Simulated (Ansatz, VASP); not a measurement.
**Two plane-wave programs on Bi**

The input POSCAR:

```
Bi
1.0
    4.3148968867      0.0000000000      0.0000000000
   -2.1574484433      3.7368103186      0.0000000000
    0.0000000000      0.0000000000     27.0530695984
Bi
2
Direct
    0.3333333333      0.6666666667      0.3127438498
    0.6666666667      0.3333333333      0.3757744986
```

File INCAR.step1:

```
PREC = Accurate
ENCUT = 520
EDIFF = 1E-5
ISMEAR = 0
SIGMA = 0.01
LREAL = False
LASPH = True
NELM = 80
ALGO = Normal
ISIF = 2
LWAVE = True
LCHARG = False
LDIPOL = True
IDIPOL = 3
DIPOL = 0.5 0.5 0.344
NBANDS = 22
GGA = PE
LUSENCCL = False
```

INCAR.step2

```
PREC = Accurate
ENCUT = 520
EDIFF = 1E-6
ISMEAR = 0
SIGMA = 0.01
LREAL = False
LASPH = True
NELM = 80
ALGO = Normal
ISIF = 2
LWAVE = False
LCHARG = False
LDIPOL = True
IDIPOL = 3
DIPOL = 0.5 0.5 0.344
GGA = PE
LHFCALC = True
HFSCREEN = 0.2079
PRECFOCK = Normal
NBANDS = 22
ISTART = 1
LUSENCCL = False
```

File KPOINTS:

```
regular mesh
0
Gamma
  6 6 1
```

Input for Ansatz:

```yaml
crystal:
  lattice:
    - [4.3148968867, 0.0, 0.0]
    - [-2.1574484433, 3.7368103186, 0.0]
    - [0.0, 0.0, 27.0530695984]
  atoms:
    - { symbol: Bi, position: [0.3333333333, 0.6666666667, 0.3127438498] }
    - { symbol: Bi, position: [0.6666666667, 0.3333333333, 0.3757744986] }
  periodic: [true, true, false]
kpoints:
  mp_grid: { grid: [6, 6, 1] }
  band_path:
    path: [[0.0, 0.0, 0.0], [0.5, 0.0, 0.0], [0.3333333333, 0.3333333333, 0.0]]
    npoints: 1
hamiltonian:
  xc: hse06
scf:
  occupations: { method: fixed }
  n_extra_bands: 4
output:
  forces: true
  stress: true
  eigenvalues: true
```

Alike in both runs: task single point; functional HSE06; k mesh 6 × 6 × 1; no spin polarisation.

|  | VASP | Ansatz |
| --- | --- | --- |
| version | VASP 6.6.1 | Ansatz 0.2.0 |
| potentials or method | VASP PAW PBE potentials, release 64 (Bi_d) | plane waves, PAW |
| plane-wave cutoff (eV) | 520 | 420 |
| occupations | gaussian, width 0.01 eV | fixed |
| valence electrons in the cell | 30 | 30 |

Ansatz gave:

- gap on the k mesh at the Fermi level (eV): 1.03
- rms of the force components (eV/Å): 0.065

**Question.** Estimate VASP's values.

**Answer.** gap on the k mesh at the Fermi level (eV): 1.01; rms of the force components (eV/Å): 0.046.

Atom by atom the forces differ by 0.019 eV/Å (rms over components). Ansatz warned: «stress_exchange_threshold_loose».

Caveats: the PAW data sets were made with another functional, which shifts forces and pressure a little (VASP); spin-orbit coupling is left out, which as a rule narrows the gap of such compounds by several tenths of an eV.
